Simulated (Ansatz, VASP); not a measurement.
## One calculation of CsPbBr3, two programs

```
Cs Pb Br
1.0
     5.81070    0.00000    0.00000
     0.00000    5.81070    0.00000
     0.00000    0.00000    5.81070
Cs Pb Br
1 1 3
Direct
  0.00000 0.00000 0.00000
  0.50000 0.50000 0.50000
  0.00000 0.50000 0.50000
  0.50000 0.00000 0.50000
  0.50000 0.50000 0.00000
```

Alike in both runs: task single point; functional PBEsol; k mesh 6 × 6 × 6; occupations gaussian, width 0.02 eV; no spin polarisation.

|  | VASP | Ansatz |
| --- | --- | --- |
| version | VASP 6.6.1 | Ansatz 0.2.0 |
| potentials or method | VASP PAW PBE potentials, release 64 (Cs_sv, Pb_d, Br) | scalar-relativistic, plane waves, PAW |
| plane-wave cutoff (eV) | 520 | 420 |
| valence electrons in the cell | 44 | 44 |

|  | VASP | Ansatz | Ansatz less VASP |
| --- | --- | --- | --- |
| gap on the k mesh at the Fermi level (eV) | 1.29 | 1.29 | -0.001 |
| least direct gap on the mesh (eV) | 1.29 | 1.29 | -0.001 |
| pressure (GPa) | 0.7 | 0.7 | 0.00 |

The functional is the same, so the differences come from potentials, cutoffs and numerics.

Caveats: the PAW data sets were made with another functional, which shifts forces and pressure a little (VASP); spin-orbit coupling is left out, which as a rule narrows the gap of such compounds by several tenths of an eV. A k mesh can miss the band edges. A hybrid or GW would open this gap; PBEsol tends to underestimate it.
